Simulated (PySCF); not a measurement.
# Continuum solvent and chemical shifts

Atom-mapped SMILES (the numbers label the heavy atoms): `[CH:1]1=[CH:2][C@H:3]2[CH2:4][CH2:5][C@@H:6]1[CH2:7]2` (H(Xn): hydrogen on atom n). Ha(C4), Ha(C5) are cis to C1 on the ring; Ha(C7) is cis to C4 on the ring; Hb(C4), Hb(C5) are trans to C1 on the ring; Hb(C7) is trans to C4 on the ring.

GIAO PBE0/pcSseg-1 in PySCF on one PBE0-D3(BJ)/def2-SVP conformer, non-relativistic, equivalent nuclei averaged. Solvents enter as an IEF-PCM continuum (benzene with ε = 2.3, chloroform with ε = 4.7) around the gas-phase geometry. Shifts are referred to TMS computed in the same medium.

Gas phase, δ in ppm: C1/C2 145.6, C7 51.8, C3/C6 44.6, C4/C5 27.0, H(C1)/H(C2) 6.27, H(C3)/H(C6) 2.64, Hb(C4)/Hb(C5) 1.61, Hb(C7) 1.27, Ha(C7) 0.95, Ha(C4)/Ha(C5) 0.91. Dipole moment 0.36 D.

Question: How does each δ change in the continuum?

Answer: 
```tsv
atoms	environment	Δδ, benzene	Δδ, chloroform
C1/C2	alkene CH	+0.7	+1.2
C7	sp3 CH2 in a ring	+0.3	+0.5
C3/C6	allylic sp3 CH	+0.4	+0.6
C4/C5	sp3 CH2 in a ring	+0.2	+0.3
H(C1)/H(C2)	hydrogen on an alkene CH	+0.06	+0.10
H(C3)/H(C6)	hydrogen on an allylic sp3 CH	+0.04	+0.06
Hb(C4)/Hb(C5)	hydrogen on an sp3 CH2 in a ring	+0.02	+0.04
Hb(C7)	hydrogen on an sp3 CH2 in a ring	-0.04	-0.07
Ha(C7)	hydrogen on an sp3 CH2 in a ring	+0.03	+0.05
Ha(C4)/Ha(C5)	hydrogen on an sp3 CH2 in a ring	-0.01	-0.02
```

Changes are relative to the gas phase. The dipole moment becomes 0.43 D in benzene, 0.49 D in chloroform.

Question: Which nuclei move most (in ppm), and what does the model miss?

Answer: C1/C2 (alkene CH, +1.2 ppm) in chloroform. A continuum only polarises the solute; specific hydrogen bonds, the anisotropy of aromatic solvents and changes of geometry or conformer are outside it.
